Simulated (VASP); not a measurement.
# PtSe2 (P-3m1) in VASP: notebook

One crystal, PtSe2, is run at these levels: PBE+D3(BJ); tasks: relaxation of cell and atoms.

Everything below comes from runs of VASP 6.6.1. Logs are shortened: lines on timing, memory, paths and dates and some standing lists are left out, and cuts for length are marked.

## Step 1: Starting point

The structure is trigonal, space group P-3m1 (No. 164). Conventional cell: a = 3.724 Å, b = 3.724 Å, c = 5.062 Å, α = 90.00°, β = 90.00°, γ = 120.00°. Pt (site symmetry -3m) has 6 Se at 2.49 Å as nearest neighbours. Se (site symmetry 3m) is surrounded by 3 Pt at 2.49 Å.

## Step 2: Relaxation of cell and atoms, PBE+D3(BJ)

Contents of INCAR:

```
SYSTEM = PtSe2
ALGO = Fast
EDIFF = 1E-7
EDIFFG = -0.002
ENCUT = 520
GGA = PE
IBRION = 2
ISIF = 3
ISMEAR = 0
IVDW = 12
KPAR = 4
LASPH = .True.
LCHARG = .False.
LREAL = .False.
LWAVE = .False.
NELM = 80
NSW = 80
PREC = Accurate
SIGMA = 1.0
```

Contents of KPOINTS:

```
k-points
0
Gamma
  9 9 6
  0 0 0
```

Contents of POSCAR:

```
PtSe2
1.0
    3.7240000000      0.0000000000      0.0000000000
   -1.8620000000      3.2250786000      0.0000000000
    0.0000000000      0.0000000000      5.0620000000
Pt Se
1 2
Direct
    0.0000000000      0.0000000000      0.0000000000
    0.3333333300      0.6666666700      0.2500000000
    0.6666666700      0.3333333300      0.7500000000
```

Potentials or basis: VASP PAW PBE potentials, release 64 (Pt, Se).

Launch:

```
$ cat potpaw_PBE.64/Pt/POTCAR potpaw_PBE.64/Se/POTCAR > POTCAR
$ mpirun -np 4 vasp_std > vasp.out
```

OUTCAR:

```text
SYSTEM = PtSe2
   EDIFF = 1E-7
   EDIFFG = -0.002
   ENCUT = 520
   GGA = PE
   IBRION = 2
   ISIF = 3
   ISMEAR = 0
   IVDW = 12
   LASPH = .True.
   LREAL = .False.
   NELM = 80
   NSW = 80
   PREC = Accurate
 IVDW          = 12

 ion  position               nearest neighbor table
   1  0.000  0.000  0.000-   2 2.49   3 2.49   2 2.49   3 2.49   3 2.49   2 2.49
   2  0.333  0.667  0.250-   1 2.49   1 2.49   1 2.49
   3  0.667  0.333  0.750-   1 2.49   1 2.49   1 2.49

  LATTYP: Found a hexagonal cell.
 ALAT       =     3.7240000000
 C/A-ratio  =     1.3592910849

  Lattice vectors:

 A1 = (   3.7240000000,   0.0000000000,   0.0000000000)
 A2 = (  -1.8620000000,   3.2250786000,   0.0000000000)
 A3 = (   0.0000000000,   0.0000000000,   5.0620000000)

Analysis of symmetry for initial positions (statically):
=====================================================================
 Subroutine PRICEL returns:
 Original cell was already a primitive cell.

 Routine SETGRP: Setting up the symmetry group for a
 hexagonal supercell.

 Subroutine GETGRP returns: Found 12 space group operations
 (whereof 12 operations were pure point group operations)
 out of a pool of 24 trial point group operations.

The static configuration has the point symmetry D_3d.

Analysis of symmetry for dynamics (positions and initial velocities):
=====================================================================
 Subroutine PRICEL returns:
 Original cell was already a primitive cell.

 Routine SETGRP: Setting up the symmetry group for a
 hexagonal supercell.

 Subroutine GETGRP returns: Found 12 space group operations
 (whereof 12 operations were pure point group operations)
 out of a pool of 24 trial point group operations.

The dynamic configuration has the point symmetry D_3d.

 Subroutine INISYM returns: Found 12 space group operations
 (whereof 12 operations are pure point group operations),
 and found     1 'primitive' translations

----------------------------------------------------------------------------------------

                                     Primitive cell

  volume of cell :      60.7956

  direct lattice vectors                    reciprocal lattice vectors
     3.724000000  0.000000000  0.000000000     0.268528464  0.155034981  0.000000000
    -1.862000000  3.225078600  0.000000000     0.000000000  0.310069962  0.000000000
     0.000000000  0.000000000  5.062000000     0.000000000  0.000000000  0.197550375

  length of vectors
     3.724000000  3.723999997  5.062000000     0.310069962  0.310069962  0.197550375

  position of ions in fractional coordinates (direct lattice)
     0.000000000  0.000000000  0.000000000
     0.333333330  0.666666670  0.250000000
     0.666666670  0.333333330  0.750000000

  ion indices of the primitive-cell ions
   primitive index   ion index
                 1           1
                 2           2
                 3           3

----------------------------------------------------------------------------------------

 KPOINTS: k-points

Automatic generation of k-mesh.
 Grid dimensions read from file:
 generate k-points for:    9    9    6

 Generating k-lattice:

  Cartesian coordinates                     Fractional coordinates (reciprocal lattice)
     0.029836496  0.017226109  0.000000000     0.111111111  0.000000000  0.000000000
     0.000000000  0.034452218  0.000000000     0.000000000  0.111111111  0.000000000
     0.000000000  0.000000000  0.032925063     0.000000000  0.000000000  0.166666667

  Length of vectors
     0.034452218  0.034452218  0.032925063

  Shift w.r.t. Gamma in fractional coordinates (k-lattice)
     0.000000000  0.000000000  0.000000000

 Subroutine IBZKPT returns following result:
 ===========================================

 Found     62 irreducible k-points:

 Following reciprocal coordinates:
            Coordinates               Weight
  0.000000  0.000000  0.000000      1.000000
  0.111111  0.000000  0.000000      6.000000
  0.222222  0.000000  0.000000      6.000000
  0.333333 -0.000000  0.000000      6.000000
  0.444444  0.000000  0.000000      6.000000
  0.111111  0.111111  0.000000      6.000000
[... 16 lines left out ...]
  0.222222  0.111111  0.166667     12.000000
 -0.111111  0.333333  0.166667     12.000000
 [... further k-points ...]
   k-points           NKPTS =     62   k-points in BZ     NKDIM =     62   number of bands    NBANDS=     15
   number of dos      NEDOS =    301   number of ions     NIONS =      3
   total plane-waves  NPLWV =  31360
   dimension x,y,z NGX =    28 NGY =   28 NGZ =   40
   dimension x,y,z NGXF=    56 NGYF=   56 NGZF=   80
   ions per type =               1   2
   NGX,Y,Z   is equivalent  to a cutoff of  12.50, 12.50, 13.14 a.u.
   NGXF,Y,Z  is equivalent  to a cutoff of  25.00, 25.00, 26.27 a.u.
 SYSTEM =  PtSe2
   PREC   = accura    normal or accurate (medium, high low for compatibility)
   ISTART =      0    job   : 0-new  1-cont  2-samecut
   ICHARG =      2    charge: 1-file 2-atom 10-const
   ISPIN  =      1    spin polarized calculation?
   LNONCOLLINEAR =      F non collinear calculations
   LSORBIT =      F    spin-orbit coupling
   LASPH  =      T    aspherical Exc in radial PAW
   ENCUT  =  520.0 eV  38.22 Ry    6.18 a.u.   6.92  6.92  9.41*2*pi/ulx,y,z
   NELM   =     80;   NELMIN=  2; NELMDL= -5     # of ELM steps
   EDIFF  = 0.1E-06   stopping-criterion for ELM
   LREAL  =      F    real-space projection
   EDIFFG = -.2E-02   stopping-criterion for IOM
   NSW    =     80    number of steps for IOM
   IBRION =      2    ionic relax: 0-MD 1-quasi-New 2-CG
   NFREE  =      1    steps in history (QN), initial steepest desc. (CG)
   ISIF   =      3    stress and relaxation
   ISYM   =      2    0-nonsym 1-usesym 2-fastsym
   POTIM  = 0.5000    time-step for ionic-motion
   TEBEG  =    0.0;   TEEND  =   0.0 temperature during run
   PSTRESS=    0.0 pullay stress
   NELECT =      22.0000    total number of electrons
   NUPDOWN=      -1.0000    fix difference up-down
   EMIN   =  10.00;   EMAX   =-10.00  energy-range for DOS
   EFERMI =   0.00;   METHOD = LEGACY
   ISMEAR =     0;   SIGMA  =   1.00  broadening in eV -4-tet -1-fermi 0-gaus
   EFERMI_NEDOS =   21; number of points for ismear=-14 and -15
   IALGO  =     68    algorithm
   IMIX   =      4    mixing-type and parameters
     AMIX     =   0.40;   BMIX     =  1.00
     AMIX_MAG =   1.60;   BMIX_MAG =  1.00
  volume/ion in A,a.u.               =      20.27       136.76
  Fermi-wavevector in a.u.,A,eV,Ry     =   1.166608  2.204570 18.517184  1.360975
  Thomas-Fermi vector in A             =   2.303119
   LORBIT       =      0    0 simple, 1 ext, 2 COOP (PROOUT), +10 PAW based schemes
   GGA     = PE    functional components
   LHFCALC =     F    Hartree Fock is set to
   AEXX    =    0.0000 exact exchange contribution
   IVDW    =    12    specifies the selected vdW correction
   LEPSILON=     F    determine dielectric tensor
   LRPA    =     F    only Hartree local field effects (RPA)
 conjugate gradient relaxation of ions
 non-spin polarized calculation
 RMM-DIIS sequential band-by-band and
 Gauss-broadening in eV      SIGMA  =   1.00
  energy-cutoff  :      520.00
  volume of cell :       60.80
 maximum number of plane-waves:      1650
   NGX = 13   NGY = 13   NGZ = 19

--------------------------------------- Ionic step        1  -------------------------------------------

 number of electron      21.9999999 magnetization

 Free energy of the ion-electron system (eV)
  ---------------------------------------------------
  ext. energy  EPLUGINS =         0.00000000
  ---------------------------------------------------
  free energy    TOTEN  =       -14.39188798 eV

  energy without entropy =      -13.87891667  energy(sigma->0) =      -14.13540232

------------------------ aborting loop because EDIFF is reached ----------------------------------------

 Edisp (eV)   -1.43094

 E8    (eV) :    -0.6140

  FORCE on cell =-STRESS in cart. coord.  units (eV):
  Direction    XX          YY          ZZ          XY          YZ          ZX
  --------------------------------------------------------------------------------------
  -------------------------------------------------------------------------------------
  Total       1.91804     1.91804     0.96974     0.00000     0.00000     0.00000
  in kB      50.54706    50.54706    25.55614     0.00000     0.00000     0.00000
  external pressure =       42.22 kB  Pullay stress =        0.00 kB
[... 100 lines left out ...]
  FREE ENERGIE OF THE ION-ELECTRON SYSTEM (eV)
  ---------------------------------------------------
  free  energy   TOTEN  =       -15.8601564774 eV

  energy  without entropy=      -15.3044403025  energy(sigma->0) =      -15.58229839

[... ionic steps 4 to 20 ...]

--------------------------------------- Ionic step       21  -------------------------------------------

 number of electron      21.9999996 magnetization

------------------------ aborting loop because EDIFF is reached ----------------------------------------

 Edisp (eV)   -1.46744

 E8    (eV) :    -0.6306
[... 71 lines left out ...]
  energy  without entropy=      -15.3397447086  energy(sigma->0) =      -15.61770750

--------------------------------------- Ionic step       23  -------------------------------------------

 number of electron      21.9999996 magnetization

 Free energy of the ion-electron system (eV)
  ---------------------------------------------------
  ext. energy  EPLUGINS =         0.00000000
  ---------------------------------------------------
  free energy    TOTEN  =       -14.42847575 eV

  energy without entropy =      -13.87253417  energy(sigma->0) =      -14.15050496

 E-fermi :   6.4929     XC(G=0): -10.8252

 val. band max:        6.4309788442   @ k =   0.0000   0.2222   0.3333
 cond. band min:       6.5076202783   @ k =   0.0000   0.2222   0.1667
 fundamental gap:      0.0766414340
 Fermi energy:         6.4929429282

 k-point     1 :       0.0000    0.0000    0.0000
  band No.  band energies     occupation
      1      -8.9646      2.00000
      2      -5.8950      2.00000
      3      -0.4210      2.00000
      4       0.5630      2.00000
      5       0.5630      2.00000
      6       2.9789      2.00000
      7       2.9789      2.00000
      8       4.2260      1.99865
      9       5.6832      1.74784
     10       5.6832      1.74784
     11       7.4292      0.18548
     12       7.6856      0.09168
     13       7.6856      0.09168
     14      10.0589      0.00000
     15      10.7427      0.00000
[... 397 lines left out ...]
 k-point    24 :      -0.1111    0.3333    0.1667
  band No.  band energies     occupation
      1      -8.0433      2.00000
      2      -6.4254      2.00000
      3       0.1343      2.00000
      4       0.8340      2.00000
      5       1.1173      2.00000
      6       1.8252      2.00000
      7       2.5627      2.00000
      8       3.3997      1.99999
      9       4.3432      1.99764
     10       4.7785      1.98467
     11       6.2131      1.30772
     12       7.0257      0.45118
     13       8.0509      0.02757
     14      11.3080      0.00000
     15      12.8402      0.00000

 [... further k-points ...]

------------------------ aborting loop because EDIFF is reached ----------------------------------------

 Edisp (eV)   -1.46719

 E8    (eV) :    -0.6305

  FORCE on cell =-STRESS in cart. coord.  units (eV):
  Direction    XX          YY          ZZ          XY          YZ          ZX
  --------------------------------------------------------------------------------------
  -------------------------------------------------------------------------------------
  Total       0.00522     0.00522     0.00214     0.00000     0.00000     0.00000
  in kB       0.14057     0.14057     0.05759     0.00000     0.00000     0.00000
  external pressure =        0.11 kB  Pullay stress =        0.00 kB
[... 18 lines left out ...]
  FREE ENERGIE OF THE ION-ELECTRON SYSTEM (eV)
  ---------------------------------------------------
  free  energy   TOTEN  =       -15.8956706354 eV

  energy  without entropy=      -15.3397290565  energy(sigma->0) =      -15.61769985

 reached required accuracy - stopping structural energy minimisation
```

It took 3.1 min on 4 MPI ranks of Intel Xeon Platinum 8488C (Sapphire Rapids), shared host; peak memory 0.23 GiB.

Results:

| Property | Result |
| --- | --- |
| Free energy | -15.8957 eV |
| Relaxed volume | 19.85 Å³/atom |
| Relaxed cell | a = 3.773 Å, b = 3.773 Å, c = 4.831 Å, α = 90.00°, β = 90.00°, γ = 120.00° |
| Space group after relaxing (to 0.05 Å) | P-3m1 (No. 164) |
| Energy gained by relaxing | 24.3 meV/atom |
| Ionic steps | 23 |
| Pressure after relaxing | 0.0 GPa |
| Band gap on the k mesh | none (metal or under the smearing width) |
| Dispersion energy per atom | -0.489 eV |

Step by step:
| step | energy change (eV) | largest force (eV/Å) | pressure (GPa) | volume (Å³) |
| --- | --- | --- | --- | --- |
| 1 | 0.0000 | 0.7666 | 4.22 | 60.80 |
| 2 | 0.0347 | 0.3851 | -6.45 | 65.61 |
| 3 | -0.0373 | 0.2353 | -0.77 | 62.73 |
| 4 | -0.0373 | 0.2452 | -0.68 | 62.69 |
| 5 | -0.0460 | 0.2099 | -0.57 | 62.19 |
| 6 | -0.0647 | 0.0965 | -0.09 | 60.71 |
| 7 | -0.0561 | 0.1996 | 1.66 | 57.79 |
| 8 | -0.0698 | 0.0274 | 0.45 | 59.73 |
| 9 | -0.0700 | 0.0024 | 0.58 | 59.48 |
| 10 | -0.0665 | 0.2281 | -1.77 | 60.09 |
| 11 | -0.0714 | 0.0789 | -0.26 | 59.69 |
| 12 | -0.0728 | 0.0149 | 0.07 | 59.43 |
| 13 | -0.0728 | 0.0147 | 0.07 | 59.43 |
| 14 | -0.0728 | 0.0195 | -0.11 | 59.54 |
| 15 | -0.0728 | 0.0184 | -0.06 | 59.51 |
| 16 | -0.0728 | 0.0083 | -0.03 | 59.53 |
| 17 | -0.0728 | 0.0028 | -0.02 | 59.53 |
| 18 | -0.0728 | 0.0007 | -0.01 | 59.54 |
| 19 | -0.0728 | 0.0007 | 0.00 | 59.53 |
| 20 | -0.0728 | 0.0010 | 0.04 | 59.52 |
| 21 | -0.0728 | 0.0011 | 0.02 | 59.53 |
| 22 | -0.0728 | 0.0023 | 0.01 | 59.54 |
| 23 | -0.0728 | 0.0018 | 0.01 | 59.54 |

Final structure:
```cif
data_structure
_symmetry_space_group_name_H-M 'P 1'
_symmetry_Int_Tables_number 1
_cell_length_a 3.7727
_cell_length_b 3.7727
_cell_length_c 4.8306
_cell_angle_alpha 90.000
_cell_angle_beta 90.000
_cell_angle_gamma 120.000
_cell_volume 59.54
loop_
_atom_site_label
_atom_site_type_symbol
_atom_site_fract_x
_atom_site_fract_y
_atom_site_fract_z
_atom_site_occupancy
Pt1 Pt 0.00000 0.00000 0.00000 1
Se1 Se 0.33333 0.66667 0.26822 1
Se2 Se 0.66667 0.33333 0.73178 1
```

Caveat: pairwise dispersion overbinds metals, which lowers pressure and volume. Spin-orbit coupling is left out, which matters for the levels of Pt.

## Step 3: Relaxation of cell and atoms, PBE+D3(BJ)

This run uses another cell than the first one, of 19.85 Å³/atom, 0.979 times its volume.

INCAR is that of step 2.

KPOINTS is that of step 2.

Contents of POSCAR:

```
PtSe2                                   
1.0
    3.7726614228      0.0000000000      0.0000000000
   -1.8863307114      3.2672206282     -0.0000000000
   -0.0000000000      0.0000000000      4.8306220278
  Pt              Se            
     1     2
Direct
     1.0000000000000000    0.0000000000000000    0.0000000000000000
     0.3333333300000021    0.6666666699999979    0.2682154353272321
     0.6666666699999979    0.3333333300000021    0.7317845646727680
```

Potentials or basis: VASP PAW PBE potentials, release 64 (Pt, Se).

Launch:

```
$ cat potpaw_PBE.64/Pt/POTCAR potpaw_PBE.64/Se/POTCAR > POTCAR
$ mpirun -np 4 vasp_std > vasp.out
```

Wall time 15 s (4 MPI ranks of Intel Xeon Platinum 8488C (Sapphire Rapids), shared host); peak memory 0.21 GiB.

The run converged. Its results:

| Property | Result |
| --- | --- |
| Free energy | -15.8954 eV |
| Pressure after relaxing | 0.0 GPa |
| Band gap on the k mesh | none (metal or under the smearing width) |
| Dispersion energy per atom | -0.489 eV |

Final structure:
```
CELL_PARAMETERS angstrom
3.77266 0.00000 0.00000
-1.88633 3.26722 0.00000
0.00000 0.00000 4.83062
ATOMIC_POSITIONS crystal
Pt 0.00000 0.00000 0.00000
Se 0.33333 0.66667 0.26822
Se 0.66667 0.33333 0.73178
```

Levels at points of the mesh, in eV from the Fermi level:
```tsv
k point	band 9	band 10	band 11	band 12	band 13	band 14
(0.00, 0.00, 0.00)	-0.81	-0.81	0.94	1.19	1.19	3.57
(0.00, 0.00, 0.50)	-1.56	-1.56	-1.54	2.49	2.49	5.17
```

Caveat: the relaxation stopped at its first step, so nothing moved; pairwise dispersion overbinds metals, which lowers pressure and volume.
